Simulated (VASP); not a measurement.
**CaO (Lime): band structure with PBE**

Crystal: CaO (Lime).

```
CELL_PARAMETERS angstrom
0.00000 2.38733 2.38733
2.38733 0.00000 2.38733
2.38733 2.38733 0.00000
ATOMIC_POSITIONS crystal
Ca 0.00000 0.00000 0.00000
O 0.50000 0.50000 0.50000
```

```
Program                : VASP 6.6.1
Task                   : band structure
Functional             : PBE
Potentials or basis    : VASP PAW PBE potentials, release 64 (Ca_sv, O)
Cutoff                 : 520 eV
k mesh                 : 10 × 10 × 10
Occupations            : gaussian, width 0.03 eV
Spin                   : no spin polarisation
Further INCAR settings : ALGO = Normal; EDIFF = 1e-06
```

| Item | Value |
| --- | --- |
| Pressure | 4.6 GPa |
| Band gap on the k mesh | 3.63 eV, indirect (least direct gap 4.00 eV) |
| Band gap along the path | 3.63 eV, indirect (least direct gap 4.00 eV) |

Levels at the corners of the path, in eV from the valence-band top:
```csv
point,band 6,band 7,band 8,band 9,band 10,band 11
Γ,0.00,0.00,0.00,4.88,6.27,6.27
X,-1.29,-0.37,-0.37,3.63,8.19,9.01
X,-1.29,-0.37,-0.37,3.63,8.19,9.01
W,-1.32,-1.06,-1.06,6.38,6.38,8.53
W,-1.32,-1.06,-1.06,6.38,6.38,8.53
K,-1.36,-1.21,-0.80,5.17,8.10,8.71
K,-1.36,-1.21,-0.80,5.17,8.10,8.71
Γ,0.00,0.00,0.00,4.88,6.27,6.27
Γ,0.00,0.00,0.00,4.88,6.27,6.27
L,-2.69,-1.24,-1.24,7.14,8.46,8.46
L,-2.69,-1.24,-1.24,7.14,8.46,8.46
U,-1.36,-1.21,-0.80,5.17,8.10,8.71
U,-1.36,-1.21,-0.80,5.17,8.10,8.71
W,-1.32,-1.06,-1.06,6.38,6.38,8.53
W,-1.32,-1.06,-1.06,6.38,6.38,8.53
L,-2.69,-1.24,-1.24,7.14,8.46,8.46
L,-2.69,-1.24,-1.24,7.14,8.46,8.46
K,-1.36,-1.21,-0.80,5.17,8.10,8.71
U,-1.36,-1.21,-0.80,5.17,8.10,8.71
X,-1.29,-0.37,-0.37,3.63,8.19,9.01
```

Run time: 38 s on 1 thread of Intel(R) Xeon(R) 6975P-C (Granite Rapids), on a shared host, peak memory 0.17 GiB.
